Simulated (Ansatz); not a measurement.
Al:

```xyz
1
Lattice="0.0000 2.0248 2.0248 2.0248 0.0000 2.0248 2.0248 2.0248 0.0000" Properties=species:S:1:pos:R:3 pbc="T T T"
Al    0.0000    0.0000    0.0000
```

Base run:

```yaml
Program: Ansatz 0.2.0
Functional: LDA
Potentials_or_basis: Ansatz PAW
Cutoff: "420 eV (not typed: the program's choice for these potentials)"
k_mesh: 11 × 11 × 11
Occupations: fermi-dirac, width 0.05 eV
Spin: no spin polarisation
```

Its results: band gap on the k mesh none (metal or under the smearing width); pressure -3.7 GPa.

Q: The run is repeated on the same cell with these changes: functional from LDA to BLYP. What comes out?

A: Band gap on the k mesh none (metal or under the smearing width); pressure 3.0 GPa.

BLYP binds less tightly than LDA, so the same cell stands under more pressure.

Caveats: the PAW data sets come from PBE, with cores solved anew for the run's functional, which leaves a small shift of forces and pressure.
